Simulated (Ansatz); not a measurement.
A 2-atom cell of CaSe started from a crystallographic database, relaxed with r2SCAN: 5 runs in the plane-wave code Ansatz, each a calculation of independent-particle optics. It is cubic, Fm-3m (No. 225); a = 5.935 Å in the conventional setting, 26.13 Å³ an atom. Ca has 6 Se at 2.97 Å; Se has 6 Ca at 2.97 Å. (Simulation; spin polarisation is off.)

```
Ca Se
1.0
     0.00000    2.96753    2.96753
     2.96753    0.00000    2.96753
     2.96753    2.96753    0.00000
Ca Se
1 1
Direct
  0.00000 0.00000 0.00000
  0.50000 0.50000 0.50000
```

On meshes this coarse, single peaks can be features of the mesh. No local fields, no excitons; the zone sum runs over the cells of the mesh, and ε∞ includes the bands left out of the spectrum. Up to four peaks are listed, those above 15 % of the tallest and inside the complete range; the four can differ from row to row. Rows marked drawn have settings drawn at random (some not listed).

```
functional  k mesh  broadening (eV)    scissors (eV)  range (eV)  settings  direct gap on the mesh before scissors (eV)  ε∞ xx  ε∞ yy  ε∞ zz  complete up to (eV)  tallest peaks of mean ε₂ (eV)
       PBE   6×6×6              0.1             0.00        0–14    chosen                                         2.98   6.11   6.11   6.11                 14.0            5.00 5.65 6.05 7.15
    r2SCAN   6×6×6              0.1             0.00        0–14    chosen                                         3.46   5.31   5.31   5.31                 14.0            6.20 6.80 7.50 7.80
       LDA   6×6×6              0.1             0.00        0–14    chosen                                         2.83   6.42   6.42   6.42                 14.0            4.60 4.85 5.50 5.90
       PBE   6×6×6              0.1  1.05 (to HSE06)        0–14    chosen                                         2.98   5.31   5.31   5.31                 14.0            6.05 6.70 7.10 8.20
```

Q: Estimate from these rows what the further settings give.
```
functional  k mesh  broadening (eV)  scissors (eV)  range (eV)  settings
       LDA   4×4×4             0.03           0.60         0–6     drawn
```

A:
```
functional  k mesh  broadening (eV)  scissors (eV)  range (eV)  settings  direct gap on the mesh before scissors (eV)  ε∞ xx  ε∞ yy  ε∞ zz  complete up to (eV)  tallest peaks of mean ε₂ (eV)
       LDA   4×4×4             0.03           0.60         0–6     drawn                                         2.82   5.89   5.89   5.89                  6.0                 4.20 5.00 5.40
```

The fundamental gap is indirect (2.06 eV with PBE on 6×6×6); the table holds the direct one.

The runs are scalar-relativistic, without spin-orbit coupling.
